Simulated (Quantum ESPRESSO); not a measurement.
BP: dielectric tensor and Born charges under several settings

```
P B
1.0
     0.00000    2.26900    2.26900
     2.26900    0.00000    2.26900
     2.26900    2.26900    0.00000
P B
1 1
Direct
  0.75000 0.75000 0.75000
  0.00000 0.00000 0.00000
```

All runs used Quantum ESPRESSO 7.5; potentials GBRV 1.5 PBEsol; given cell; no spin polarisation; cutoff 612 eV; occupations smeared at first, fixed for the response.

```tsv
level	k mesh (s: shifted)	ε∞ (diagonal)	Born charge of atom 1 (e)	sum of the Born charges (e)
PBEsol	4 × 4 × 4s	?	?	?
PBEsol	6 × 6 × 6s	9.31	0.52	0.00
PBEsol	8 × 8 × 8s	9.31	0.52	0.00
PBEsol	10 × 10 × 10s	9.31	0.52	0.00
PBEsol	12 × 12 × 12s	9.31	0.52	0.00
```

Question: What stands in the row left open?

Answer: ε∞ 9.48; Born charge of atom 1 0.49 e; sum of the Born charges -0.05 e.

Caveats: some runs use coarse meshes.

For the row left open. Caveat: the k mesh is coarse (spacing up to 0.60 Å⁻¹), so the values aren't converged; the mesh is thin for the dielectric tensor, Born charges and intensities, which usually come out too large; the Born charges break their sum rule by 0.05 e, a sign of too thin a mesh.
